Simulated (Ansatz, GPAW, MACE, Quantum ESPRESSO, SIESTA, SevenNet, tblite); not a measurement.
**Other levels on rock-salt ZrC, displaced supercell (64 atoms)**

The cell holds 64 atoms: 32 Zr and 32 C. Cell: a = 9.396 Å, b = 9.396 Å, c = 9.396 Å, α = 90.0°, β = 90.0°, γ = 90.0°. It derives from ZrC (rock-salt), repeated 2×2×2. Rock-salt ZrC (a = 4.698 Å), 2 x 2 x 2 conventional cells; every coordinate displaced by a Gaussian of 0.02 Å. Then every atom was moved at random, 0.02 Å r.m.s. a Cartesian component.

Geometry: as built.

The reference, a calculation:

| Quantity | Value |
| --- | --- |
| method | Kohn-Sham DFT, PBE, SSSP efficiency 1.3.0 pseudopotentials, plane waves (Quantum ESPRESSO 7.5); sssp-pbe-1.3.0-efficiency, cutoffs 45/360 Ry, Γ point |
| r.m.s. force component | 0.3646 eV/Å |
| longest force | 1.709 eV/Å |
| pressure | -0.472 GPa |
| time | 3.1 min on 2 MPI ranks of Arm Neoverse V2, shared host |
| CPU time | 6.3 min |

Q: Estimate the differences from the reference, the CPU time and the memory of each run.
- SIESTA PBE, TZP, shift 0.01 Ry, mesh 300 Ry (SIESTA 5.4.2; 2 MPI ranks)
- SIESTA PBE, DZP, shift 0.01 Ry, mesh 300 Ry (SIESTA 5.4.2; 2 MPI ranks)
- QE PBE, dojo-0.4.1-standard, 60/240 Ry (Quantum ESPRESSO 7.5; 4 MPI ranks)
- SevenNet 0 potential (SevenNet 0; 1 thread)
- SIESTA PBE, SZP, shift 0.01 Ry, mesh 300 Ry (SIESTA 5.4.2; 1 thread)
- MACE MP-0b2 small potential (MACE MP-0b2 small; 1 thread)
- SIESTA PBE, SZ, shift 0.01 Ry, mesh 300 Ry (SIESTA 5.4.2; 1 thread)
- SevenNet l3i5 potential (SevenNet l3i5; 1 thread)
- SIESTA PBE, DZ, shift 0.01 Ry, mesh 300 Ry (SIESTA 5.4.2; 1 thread)

Differences are against the plane-wave reference, forces as r.m.s. over components; share is that over the reference's r.m.s. force, slope the least-squares factor from reference forces to these. Total energies of different programs have different zeros and aren't compared.

```
                                                 run  Δ force, r.m.s. (meV/Å)  share (%)  slope  Δ pressure (GPa)  cores  CPU time  memory (GiB)
                                           reference                        -          -      -                 -      2   6.3 min           1.8
         SIESTA PBE, TZP, shift 0.01 Ry, mesh 300 Ry                     40.0       11.0  1.056            -0.480      2   8.9 min           1.6
         SIESTA PBE, DZP, shift 0.01 Ry, mesh 300 Ry                     52.9       14.5  1.062             0.441      2   5.5 min           1.3
     QE PBE, dojo-0.4.1-standard, 60/240 Ry (coarse)                     2.95      0.809  1.005             -1.48      4     6 min           1.2
                                SevenNet 0 potential                      170       46.5  0.859              4.89      1     8.4 s          0.78
SIESTA PBE, SZP, shift 0.01 Ry, mesh 300 Ry (coarse)                     62.1       17.0  1.082              1.03      1   3.7 min          0.91
                         MACE MP-0b2 small potential                      156       42.9  0.873              4.76      1     9.9 s          0.64
 SIESTA PBE, SZ, shift 0.01 Ry, mesh 300 Ry (coarse)                     72.6       19.9  1.110             -9.76      1      87 s          0.58
                             SevenNet l3i5 potential                      159       43.5  0.805              4.64      1      12 s           1.0
 SIESTA PBE, DZ, shift 0.01 Ry, mesh 300 Ry (coarse)                     47.5       13.0  0.988             -1.54      1   2.3 min          0.73
```

Rows marked coarse were listed beforehand as settings not expected to be converged; some can still land near the reference.

Times of the machine-learned potentials are mostly Python's start and the loading of weights.

CPU time is summed over cores on a shared host, where runs went side by side, so it is rough. Symmetry, cutoffs, thresholds, outputs and thread counts weren't matched or tuned between programs; memory under MPI is the largest rank's times the ranks.

The PBE runs in local orbitals, coarse settings apart, differ by 11 % (SIESTA PBE, TZP, shift 0.01 Ry, mesh 300 Ry) to 15 % (SIESTA PBE, DZP, shift 0.01 Ry, mesh 300 Ry); basis, grid and potentials can all enter. Machine-learned potentials differ by 43 % (MACE MP-0b2 small potential) to 46 % (SevenNet 0 potential); they were trained on other programs' data. Among those trained on PBE data the slope goes as low as 0.81. Runs with settings chosen to be coarse differ by 0.81 % (QE PBE, dojo-0.4.1-standard, 60/240 Ry) to 20 % (SIESTA PBE, SZ, shift 0.01 Ry, mesh 300 Ry), their programs' other errors included. Of the electronic-structure runs that take under half the reference's CPU time, SIESTA PBE, DZ, shift 0.01 Ry, mesh 300 Ry comes nearest, at 13 % in 2.3 min against 6.3 min; its pressure misses by -1.5 GPa. Machine-learned potentials mimic data converged in k, so the reference's own k-point error enters their differences. The electronic-structure runs sample only Γ, in a cell whose shortest periodic width is 9 Å.

[Logs are printed without paths, hosts, clocks, repeated set-up lines and the standing remarks that a program may print on its own settings, such as how far it seeks lower states.]

[Hosts, paths, dates, database ids (printed as entryN), source tags and the programs' standing remarks are cut or masked in the printed files.]
